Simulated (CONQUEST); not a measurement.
**Os under changes of volume**

One of the cells (13.982 Å³/atom); the others are scaled copies at fixed shape and fractional positions:

```
Os
1.0
     2.73410    0.00000    0.00000
     0.00000    4.31970    0.00000
     0.00000    0.00000    4.73560
Os
4
Direct
  0.00000 0.75000 0.33333
  0.50000 0.75000 0.83333
  0.00000 0.25000 0.66667
  0.50000 0.25000 0.16667
```

| Property | Result |
| --- | --- |
| Program | CONQUEST 1.3 |
| Functional | PBEsol |
| Potentials or basis | PseudoDojo NC PBEsol, DZP, grid of 32 × 48 × 48 points |
| k mesh | 6 × 4 × 4 |
| Occupations | fermi-dirac, width 0.05 eV |
| Spin | no spin polarisation |

| volume (Å³/atom) | energy over the lowest point (meV/atom) | pressure (GPa) | largest force (eV/Å) |
| --- | --- | --- | --- |
| 13.143 | 101.31 | 36.9 | 0.203 |
| 13.423 | 47.69 | 24.7 | 0.193 |
| 13.703 | 14.84 | 13.5 | 0.178 |
| 13.982 | 0.00 | 3.7 | 0.176 |
| 14.262 | 1.08 | -4.8 | 0.169 |
| 14.542 | ? | ? | ? |
| 14.821 | 44.78 | -19.5 | 0.158 |

Question: What does the run at 14.542 Å³/atom give?

Answer: Energy over the lowest point 16.52 meV/atom; pressure -12.8 GPa; largest force 0.166 eV/Å.

Worked out: A Birch-Murnaghan fit of order 3 (a polynomial in V^(-2/3)) to the other rows has its minimum at 14.10 Å³/atom with B0 = V·E''(V) = 442 GPa and B' = 5.0 at fixed shape and positions, which overstates the stiffness. It gives 16.67 meV/atom at 14.542 Å³/atom, against the run's 16.52, and -dE/dV = -12.7 GPa, against -12.8.

Energies are extrapolated to zero smearing.

Caveats: all runs use coarse meshes; the basis of atomic orbitals isn't converged, which shifts pressures, moduli and gaps.
